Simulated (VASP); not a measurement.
# MgI2 (P-3m1) in VASP: settings compared

The runs below take MgI2 through relaxation of cell and atoms, with r2SCAN, LDA, PBEsol.

Program: VASP 6.6.1. These are calculated values, not measurements. Logs are shortened: lines on timing, memory, paths and dates and some standing lists are left out, and cuts for length are marked.

**1. Starting point**

The structure is trigonal, space group P-3m1 (No. 164). The conventional cell has a = 4.140 Å, b = 4.140 Å, c = 6.880 Å, α = 90.00°, β = 90.00°, γ = 120.00°. I (site symmetry 3m) has 3 Mg at 2.94 Å as nearest neighbours. Around Mg (site symmetry -3m) lie 6 I at 2.94 Å.

**2. Relaxation of cell and atoms, r2SCAN**

Input file INCAR:

```
SYSTEM = MgI2
PREC = Accurate ; ENCUT = 600
EDIFF = 1E-7 ; ISMEAR = 0
SIGMA = 0.02 ; LREAL = .False.
LASPH = .True. ; NELM = 60
ALGO = Normal ; ISIF = 3
LWAVE = .False. ; LCHARG = .False.
METAGGA = R2SCAN ; LMIXTAU = .True.
IBRION = 2 ; NSW = 60
EDIFFG = -0.02
```

Input file KPOINTS:

```
Automatic mesh
0
Gamma
  8 8 4
  0 0 0
```

Input file POSCAR:

```
MgI2
1.0
    4.1400000000      0.0000000000      0.0000000000
   -2.0700000000      3.5853451717      0.0000000000
    0.0000000000      0.0000000000      6.8800000000
I Mg
2 1
Direct
    0.6666666667      0.3333333333      0.7500000000
    0.3333333333      0.6666666667      0.2500000000
    0.0000000000      0.0000000000      0.0000000000
```

Potentials or basis: VASP PAW PBE potentials, release 64 (I, Mg).

Started as:

```
$ cat potpaw_PBE.64/I/POTCAR potpaw_PBE.64/Mg/POTCAR > POTCAR
$ mpirun -np 1 vasp_std > vasp.out
```

OUTCAR:

```text
SYSTEM = MgI2
   PREC = Accurate
   ENCUT = 600
   EDIFF = 1E-7
   ISMEAR = 0
   LREAL = .False.
   LASPH = .True.
   NELM = 60
   ISIF = 3
   METAGGA = R2SCAN
   IBRION = 2
   NSW = 60
   EDIFFG = -0.02

 ion  position               nearest neighbor table
   1  0.667  0.333  0.750-   3 2.94   3 2.94   3 2.94
   2  0.333  0.667  0.250-   3 2.94   3 2.94   3 2.94
   3  0.000  0.000  0.000-   1 2.94   2 2.94   1 2.94   2 2.94   1 2.94   2 2.94

  LATTYP: Found a hexagonal cell.
 ALAT       =     4.1400000000
 C/A-ratio  =     1.6618357488

  Lattice vectors:

 A1 = (   4.1400000000,   0.0000000000,   0.0000000000)
 A2 = (  -2.0700000000,   3.5853451717,   0.0000000000)
 A3 = (   0.0000000000,   0.0000000000,   6.8800000000)

Analysis of symmetry for initial positions (statically):
=====================================================================
 Subroutine PRICEL returns:
 Original cell was already a primitive cell.

 Routine SETGRP: Setting up the symmetry group for a
 hexagonal supercell.

 Subroutine GETGRP returns: Found 12 space group operations
 (whereof 12 operations were pure point group operations)
 out of a pool of 24 trial point group operations.

The static configuration has the point symmetry D_3d.

Analysis of symmetry for dynamics (positions and initial velocities):
=====================================================================
 Subroutine PRICEL returns:
 Original cell was already a primitive cell.

 Routine SETGRP: Setting up the symmetry group for a
 hexagonal supercell.

 Subroutine GETGRP returns: Found 12 space group operations
 (whereof 12 operations were pure point group operations)
 out of a pool of 24 trial point group operations.

The dynamic configuration has the point symmetry D_3d.

 Subroutine INISYM returns: Found 12 space group operations
 (whereof 12 operations are pure point group operations),
 and found     1 'primitive' translations

----------------------------------------------------------------------------------------

                                     Primitive cell

  volume of cell :     102.1221

  direct lattice vectors                    reciprocal lattice vectors
     4.140000000  0.000000000  0.000000000     0.241545894  0.139456587  0.000000000
    -2.070000000  3.585345172  0.000000000     0.000000000  0.278913174  0.000000000
     0.000000000  0.000000000  6.880000000     0.000000000  0.000000000  0.145348837

  length of vectors
     4.140000000  4.140000000  6.880000000     0.278913174  0.278913174  0.145348837

  position of ions in fractional coordinates (direct lattice)
     0.666666667  0.333333333  0.750000000
     0.333333333  0.666666667  0.250000000
     0.000000000  0.000000000  0.000000000

  ion indices of the primitive-cell ions
   primitive index   ion index
                 1           1
                 2           2
                 3           3

----------------------------------------------------------------------------------------

 KPOINTS: Automatic mesh

Automatic generation of k-mesh.
 Grid dimensions read from file:
 generate k-points for:    8    8    4

 Generating k-lattice:

  Cartesian coordinates                     Fractional coordinates (reciprocal lattice)
     0.030193237  0.017432073  0.000000000     0.125000000 -0.000000000  0.000000000
     0.000000000  0.034864147  0.000000000     0.000000000  0.125000000  0.000000000
     0.000000000  0.000000000  0.036337209     0.000000000  0.000000000  0.250000000

  Length of vectors
     0.034864147  0.034864147  0.036337209

  Shift w.r.t. Gamma in fractional coordinates (k-lattice)
     0.000000000  0.000000000  0.000000000

 Subroutine IBZKPT returns following result:
 ===========================================

 Found     35 irreducible k-points:

 Following reciprocal coordinates:
            Coordinates               Weight
  0.000000  0.000000  0.000000      1.000000
  0.125000 -0.000000  0.000000      6.000000
  0.250000 -0.000000  0.000000      6.000000
  0.375000 -0.000000  0.000000      6.000000
  0.500000 -0.000000  0.000000      3.000000
  0.125000  0.125000  0.000000      6.000000
[... 16 lines left out ...]
 -0.125000  0.500000  0.250000     12.000000
  0.250000  0.250000  0.250000     12.000000
 [... further k-points ...]
   k-points           NKPTS =     35   k-points in BZ     NKDIM =     35   number of bands    NBANDS=     12
   number of dos      NEDOS =    301   number of ions     NIONS =      3
   total plane-waves  NPLWV =  72576
   dimension x,y,z NGX =    36 NGY =   36 NGZ =   56
   dimension x,y,z NGXF=    72 NGYF=   72 NGZF=  112
   ions per type =               2   1
   NGX,Y,Z   is equivalent  to a cutoff of  14.46, 14.46, 13.53 a.u.
   NGXF,Y,Z  is equivalent  to a cutoff of  28.91, 28.91, 27.06 a.u.
 SYSTEM =  MgI2
   PREC   = accura    normal or accurate (medium, high low for compatibility)
   ISTART =      0    job   : 0-new  1-cont  2-samecut
   ICHARG =      2    charge: 1-file 2-atom 10-const
   ISPIN  =      1    spin polarized calculation?
   LNONCOLLINEAR =      F non collinear calculations
   LSORBIT =      F    spin-orbit coupling
   LASPH  =      T    aspherical Exc in radial PAW
   ENCUT  =  600.0 eV  44.10 Ry    6.64 a.u.   8.27  8.27 13.74*2*pi/ulx,y,z
   NELM   =     60;   NELMIN=  2; NELMDL= -5     # of ELM steps
   EDIFF  = 0.1E-06   stopping-criterion for ELM
   LREAL  =      F    real-space projection
   EDIFFG = -.2E-01   stopping-criterion for IOM
   NSW    =     60    number of steps for IOM
   IBRION =      2    ionic relax: 0-MD 1-quasi-New 2-CG
   NFREE  =      1    steps in history (QN), initial steepest desc. (CG)
   ISIF   =      3    stress and relaxation
   ISYM   =      2    0-nonsym 1-usesym 2-fastsym
   POTIM  = 0.5000    time-step for ionic-motion
   TEBEG  =    0.0;   TEEND  =   0.0 temperature during run
   PSTRESS=    0.0 pullay stress
   NELECT =      16.0000    total number of electrons
   NUPDOWN=      -1.0000    fix difference up-down
   EMIN   =  10.00;   EMAX   =-10.00  energy-range for DOS
   EFERMI =   0.00;   METHOD = LEGACY
   ISMEAR =     0;   SIGMA  =   0.02  broadening in eV -4-tet -1-fermi 0-gaus
   EFERMI_NEDOS =   21; number of points for ismear=-14 and -15
   IALGO  =     38    algorithm
   IMIX   =      4    mixing-type and parameters
     AMIX     =   0.40;   BMIX     =  1.00
     AMIX_MAG =   1.60;   BMIX_MAG =  1.00
  volume/ion in A,a.u.               =      34.04       229.72
  Fermi-wavevector in a.u.,A,eV,Ry     =   0.882555  1.667786 10.597613  0.778903
  Thomas-Fermi vector in A             =   2.003202
   LORBIT       =      0    0 simple, 1 ext, 2 COOP (PROOUT), +10 PAW based schemes
   METAGGA = R2SCAN    functional components
   LHFCALC =     F    Hartree Fock is set to
   AEXX    =    0.0000 exact exchange contribution
   IVDW    =     0    specifies the selected vdW correction
   LEPSILON=     F    determine dielectric tensor
   LRPA    =     F    only Hartree local field effects (RPA)
 conjugate gradient relaxation of ions
 non-spin polarized calculation
 Gauss-broadening in eV      SIGMA  =   0.02
  energy-cutoff  :      600.00
  volume of cell :      102.12
 maximum number of plane-waves:      3436
 NGX is ok and might be reduce to    36
   NGX = 17   NGY = 17   NGZ = 27

--------------------------------------- Ionic step        1  -------------------------------------------

 number of electron      16.0000000 magnetization

 Free energy of the ion-electron system (eV)
  ---------------------------------------------------
  ext. energy  EPLUGINS =         0.00000000
  ---------------------------------------------------
  free energy    TOTEN  =       -56.90764397 eV

  energy without entropy =      -56.90764397  energy(sigma->0) =      -56.90764397

------------------------ aborting loop because EDIFF is reached ----------------------------------------

  FORCE on cell =-STRESS in cart. coord.  units (eV):
  Direction    XX          YY          ZZ          XY          YZ          ZX
  --------------------------------------------------------------------------------------
  -------------------------------------------------------------------------------------
  Total        0.1832618      0.1832618     -0.3176021      0.0000000     -0.0000000      0.0000000
  in kB        2.8751651      2.8751651     -4.9828079      0.0000000     -0.0000000      0.0000000
  external PRESSURE =       0.2558407 kB  Pullay stress =       0.0000000 kB
[... 92 lines left out ...]
  FREE ENERGIE OF THE ION-ELECTRON SYSTEM (eV)
  ---------------------------------------------------
  free  energy   TOTEN  =       -56.9234622325 eV

  energy  without entropy=      -56.9234622325  energy(sigma->0) =      -56.92346223

[... ionic steps 4 to 8 ...]

--------------------------------------- Ionic step        9  -------------------------------------------

 number of electron      16.0000001 magnetization

------------------------ aborting loop because EDIFF is reached ----------------------------------------
[... 69 lines left out ...]
--------------------------------------- Ionic step       11  -------------------------------------------

 number of electron      16.0000001 magnetization

 Free energy of the ion-electron system (eV)
  ---------------------------------------------------
  ext. energy  EPLUGINS =         0.00000000
  ---------------------------------------------------
  free energy    TOTEN  =       -56.93900610 eV

  energy without entropy =      -56.93900610  energy(sigma->0) =      -56.93900610

 E-fermi :   1.5371     XC(G=0):  -8.2889

 val. band max:        1.4315241894   @ k =   0.0000   0.0000   0.0000
 cond. band min:       5.6466480565   @ k =   0.5000  -0.0000   0.2500
 fundamental gap:      4.2151238672
 Fermi energy:         1.5371486682

 k-point     1 :       0.0000    0.0000    0.0000
  band No.  band energies     occupation
      1     -10.8078      2.00000
      2     -10.1345      2.00000
      3      -1.8250      2.00000
      4       1.0746      2.00000
      5       1.0746      2.00000
      6       1.4020      2.00000
      7       1.4315      2.00000
      8       1.4315      2.00000
      9       5.9585      0.00000
     10       6.9700      0.00000
     11       8.7726      0.00000
     12       8.7726      0.00000
[... 331 lines left out ...]
 k-point    24 :       0.2500    0.2500    0.2500
  band No.  band energies     occupation
      1     -10.1032      2.00000
      2      -9.9025      2.00000
      3      -1.6779      2.00000
      4      -1.1503      2.00000
      5      -0.5919      2.00000
      6       0.0045      2.00000
      7       0.4070      2.00000
      8       0.9783      2.00000
      9       6.5447      0.00000
     10       8.0703      0.00000
     11       8.9697      0.00000
     12       9.2686      0.00000

 [... further k-points ...]

------------------------ aborting loop because EDIFF is reached ----------------------------------------

  FORCE on cell =-STRESS in cart. coord.  units (eV):
  Direction    XX          YY          ZZ          XY          YZ          ZX
  --------------------------------------------------------------------------------------
  -------------------------------------------------------------------------------------
  Total       -0.0151036     -0.0151036      0.0112500     -0.0000000      0.0000000     -0.0000000
  in kB       -0.2234626     -0.2234626      0.1664483     -0.0000000      0.0000000     -0.0000000
  external PRESSURE =      -0.0934923 kB  Pullay stress =       0.0000000 kB
[... 18 lines left out ...]
  FREE ENERGIE OF THE ION-ELECTRON SYSTEM (eV)
  ---------------------------------------------------
  free  energy   TOTEN  =       -56.9390060986 eV

  energy  without entropy=      -56.9390060986  energy(sigma->0) =      -56.93900610

 reached required accuracy - stopping structural energy minimisation
```

Run time: 14 min. Hardware: 1 thread of Intel Xeon 6975P-C (Granite Rapids), shared host; peak memory 0.33 GiB.

Results:

```yaml
Free_energy: -56.9390 eV
Relaxed_volume: 36.10 Å³/atom
Relaxed_cell: a = 4.183 Å, b = 4.183 Å, c = 7.146 Å, α = 90.00°, β = 90.00°, γ = 120.00°
Space_group_after_relaxing_to_0.05_Å: P-3m1 (No. 164)
Energy_gained_by_relaxing: 10.5 meV/atom
Ionic_steps: 11
Pressure_after_relaxing: 0.0 GPa
Band_gap_on_the_k_mesh: 4.22 eV, indirect (least direct gap 4.53 eV)
```

Step by step:
| step | energy change (eV) | largest force (eV/Å) | pressure (GPa) | volume (Å³) |
| --- | --- | --- | --- | --- |
| 1 | 0.0000 | 0.3178 | 0.03 | 102.12 |
| 2 | -0.0100 | 0.2121 | 0.21 | 102.20 |
| 3 | -0.0158 | 0.0306 | 0.53 | 102.32 |
| 4 | -0.0211 | 0.0549 | 0.02 | 104.65 |
| 5 | -0.0214 | 0.0636 | -0.14 | 105.41 |
| 6 | -0.0254 | 0.0503 | -0.09 | 105.82 |
| 7 | -0.0306 | 0.0196 | 0.09 | 106.89 |
| 8 | -0.0307 | 0.0163 | 0.12 | 107.03 |
| 9 | -0.0311 | 0.0391 | -0.09 | 108.22 |
| 10 | -0.0311 | 0.0349 | -0.05 | 108.00 |
| 11 | -0.0314 | 0.0020 | -0.01 | 108.29 |

Final structure:
```
I Mg
1.0
     4.18297    0.00000    0.00000
    -2.09148    3.62255    0.00000
     0.00000    0.00000    7.14638
I Mg
2 1
Direct
  0.66667 0.33333 0.76726
  0.33333 0.66667 0.23274
  0.00000 0.00000 0.00000
```

Caveat: the PAW data sets were made with another functional, which shifts forces and pressure a little; spin-orbit coupling is left out, which moves the levels of the heavy elements.

**3. Relaxation of cell and atoms, LDA**

Input file INCAR:

```
SYSTEM = MgI2
ALGO = Normal
EDIFF = 1E-6
EDIFFG = -0.01
ENCUT = 600
GGA = CA
IBRION = 2
ISIF = 3
ISMEAR = 0
LASPH = .True.
LCHARG = .False.
LREAL = .False.
LWAVE = .False.
NELM = 60
NSW = 40
PREC = Accurate
SIGMA = 0.02
```

Input file KPOINTS:

```
k-points
0
Gamma
  8 8 4
  0 0 0
```

POSCAR is that of step 2.

Potentials or basis: VASP PAW LDA potentials, release 64 (I, Mg).

Started as:

```
$ cat potpaw_LDA.64/I/POTCAR potpaw_LDA.64/Mg/POTCAR > POTCAR
$ mpirun -np 1 vasp_std > vasp.out
```

Wall time 2.6 min (1 thread of Intel Xeon Platinum 8488C (Sapphire Rapids), shared host); peak memory 0.24 GiB.

Results (log left out):

```
Free energy                            : -9.0974 eV
Relaxed volume                         : 32.06 Å³/atom
Relaxed cell                           : a = 4.072 Å, b = 4.072 Å, c = 6.697 Å, α = 90.00°, β = 90.00°, γ = 120.00°
Space group after relaxing (to 0.05 Å) : P-3m1 (No. 164)
Energy gained by relaxing              : 16.8 meV/atom
Ionic steps                            : 11
Pressure after relaxing                : 0.0 GPa
Band gap on the k mesh                 : 3.34 eV, indirect (least direct gap 3.62 eV)
```

Step by step:
```tsv
step	energy change (eV)	largest force (eV/Å)	pressure (GPa)	volume (Å³)
1	0.0000	0.3875	-2.12	102.12
2	-0.0500	0.0211	0.18	95.61
3	-0.0502	0.0069	0.03	96.00
4	-0.0502	0.0156	-0.01	96.12
5	-0.0503	0.0099	-0.04	96.17
6	-0.0504	0.0007	-0.06	96.25
7	-0.0504	0.0006	-0.05	96.24
8	-0.0505	0.0101	0.00	96.07
9	-0.0504	0.0109	0.02	96.06
10	-0.0505	0.0102	0.03	96.07
11	-0.0505	0.0001	-0.03	96.19
```

Final structure:
```
I Mg
1.0
     4.07248    0.00000    0.00000
    -2.03624    3.52687    0.00000
     0.00000    0.00000    6.69671
I Mg
2 1
Direct
  0.66667 0.33333 0.75262
  0.33333 0.66667 0.24738
  0.00000 0.00000 0.00000
```

Levels at points of the mesh, in eV from the valence-band top:
```tsv
k point	band 4	band 5	band 6	band 7	band 8	band 9	band 10	band 11	band 12
(0.00, 0.00, 0.00)	-0.52	-0.52	-0.09	-0.09	0.00	3.62	4.59	6.64	6.64
(0.50, 0.00, 0.00)	-3.10	-2.19	-1.55	-1.13	-0.52	3.47	5.13	5.19	6.78
(0.00, 0.00, 0.50)	-1.80	-0.39	-0.39	-0.23	-0.23	4.69	4.72	6.42	6.42
(0.50, 0.00, 0.50)	-3.60	-1.32	-1.26	-0.97	-0.85	3.38	4.90	5.41	5.78
```

Caveat: spin-orbit coupling is left out, which moves the levels of the heavy elements. A k mesh can miss the band edges.

(Part 1 of 2 ends here.)
